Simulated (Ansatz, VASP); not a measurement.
**SiNi3: VASP beside Ansatz**

```
CELL_PARAMETERS angstrom
3.49413 0.00000 0.00000
0.00000 3.49413 0.00000
0.00000 0.00000 3.49413
ATOMIC_POSITIONS crystal
Ni 0.50000 0.50000 0.00000
Ni 0.50000 0.00000 0.50000
Ni 0.00000 0.50000 0.50000
Si 0.00000 0.00000 0.00000
```

Change from the starting cell: volume scaled by 0.96.

Alike in both runs: task single point; functional PBE; k mesh 8 × 8 × 8; occupations fermi-dirac, width 0.05 eV; collinear spin, ferromagnetic start.

```csv
,VASP,Ansatz
version,VASP 6.6.1,Ansatz 0.2.0
potentials or method,"VASP PAW PBE potentials, release 64 (Ni, Si)",Ansatz PAW
plane-wave cutoff (eV),520,420
valence electrons in the cell,34,58
```

```tsv
	VASP	Ansatz	Ansatz less VASP
gap on the k mesh at the Fermi level (eV)	none	none	-
pressure (GPa)	2.3	2.3	+0.01
net moment per atom (μB)	0.00	0.00	0.000
```

A gap of «none» marks a metal or a gap that the smearing closes. The two sets of potentials don't hold the same shells in valence.

Caveats: the starting moments weren't kept (Ansatz).
